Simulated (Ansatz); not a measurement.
# Li2S: the cost of one run

Program: Ansatz 0.2.0. Level of theory: reference: DFT, HSE06, plane waves, PAW. These are calculated values, not measurements.

The COD entry's cell or inner coordinates are ideal or old and differ from later refinements, so a difference from it is no clean test against experiment.

## 1. The system as given

Symmetry: Fm-3m, No. 225, cubic system. Conventional cell: a = 5.691 Å, b = 5.691 Å, c = 5.691 Å, α = 90.00°, β = 90.00°, γ = 90.00°. Li (site symmetry -43m) is surrounded by 4 S at 2.46 Å. S (site symmetry m-3m) has 8 Li at 2.46 Å as nearest neighbours.

Coordinates:

```cif
data_structure
_symmetry_space_group_name_H-M 'P 1'
_symmetry_Int_Tables_number 1
_cell_length_a 4.0239
_cell_length_b 4.0239
_cell_length_c 4.0239
_cell_angle_alpha 60.000
_cell_angle_beta 60.000
_cell_angle_gamma 60.000
_cell_volume 46.07
loop_
_atom_site_label
_atom_site_type_symbol
_atom_site_fract_x
_atom_site_fract_y
_atom_site_fract_z
_atom_site_occupancy
Li1 Li 0.25000 0.25000 0.25000 1
Li2 Li 0.75000 0.75000 0.75000 1
S1 S 0.00000 0.00000 0.00000 1
```

## 2. Baseline

input.yaml

```yaml
crystal:
  lattice:
    - [0.0, 2.8452943747, 2.8452943747]
    - [2.8452943747, 0.0, 2.8452943747]
    - [2.8452943747, 2.8452943747, 0.0]
  atoms:
    - { symbol: Li, position: [0.25, 0.25, 0.25] }
    - { symbol: Li, position: [0.75, 0.75, 0.75] }
    - { symbol: S, position: [0.0, 0.0, 0.0] }
kpoints:
  mp_grid: { grid: [4, 4, 4] }
hamiltonian:
  xc: hse06
scf:
  occupations: { method: fixed }
  n_extra_bands: 4
output:
  forces: true
  stress: true
  eigenvalues: true
```

Run with:

```sh
$ ansatz run input.yaml --threads 4 --pin off --max-ram 3686MiB --backend cpu --events-out ev --progress --plain --runs-dir out
```

**Question.** How long does this run take on 4 threads of Arm Neoverse N1, shared host, and how much memory does it need?

About 5.7 s, with a peak of 0.54 GiB.
